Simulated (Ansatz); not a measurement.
Wanted: the native input for an Ansatz 0.2.0 run.

```yaml
Task: single point
Functional: PBE
Potentials_or_basis: Ansatz PAW
Cutoff: "420 eV (not typed: the program's choice for these potentials)"
k_mesh: 9 × 9 × 5
Occupations: fermi-dirac, width 0.05 eV
Spin: no spin polarisation
```

The system is HfC.

```
CELL_PARAMETERS angstrom
3.34287 0.00000 0.00000
-1.67143 2.89501 0.00000
0.00000 0.00000 5.20271
ATOMIC_POSITIONS crystal
Hf 0.33878 0.66655 0.25622
Hf 0.67665 0.34244 0.74911
C 0.00969 0.00677 0.49964
C 0.00129 0.99478 0.00306
```

The cell comes from a database or a generator and needn't be the stable form of this composition.

The cell isn't the ideal one: atoms moved at random, drawn with an rms of 0.05 Å.

These files were run (other wordings do the same):

input.yaml

```yaml
crystal:
  lattice:
    - [3.3428660531, 0.0, 0.0]
    - [-1.6714330265, 2.8950069234, 0.0]
    - [0.0, 0.0, 5.202714]
  atoms:
    - { symbol: Hf, position: [0.338784, 0.666551, 0.256221] }
    - { symbol: Hf, position: [0.676648, 0.342441, 0.74911] }
    - { symbol: C, position: [0.009691, 0.006772, 0.49964] }
    - { symbol: C, position: [0.001289, -0.005217, 0.003064] }
hamiltonian:
  xc: pbe
  pseudopotentials: { kind: paw }
kpoints:
  mp_grid: { grid: [9, 9, 5] }
scf:
  occupations: { method: fermi_dirac, width: 0.05 }
output:
  forces: true
  stress: true
  eigenvalues: true
  write_density: true
  write_potential: true
  elf: true
  volumetric_format: npy
```

Potentials or basis: Ansatz PAW.

Launch:

```bash
$ ansatz run input.yaml --threads 2 --pin off --max-ram 5120MiB --backend cpu --events-out ev --progress --plain --runs-dir out
```

It gave:

```
Pressure               : -0.5 GPa
Largest force          : 0.661 eV/Å
Band gap on the k mesh : none (metal or under the smearing width)
```

It took 22 s on 2 threads of Arm Neoverse V2 (shared host), peak memory 0.52 GiB.
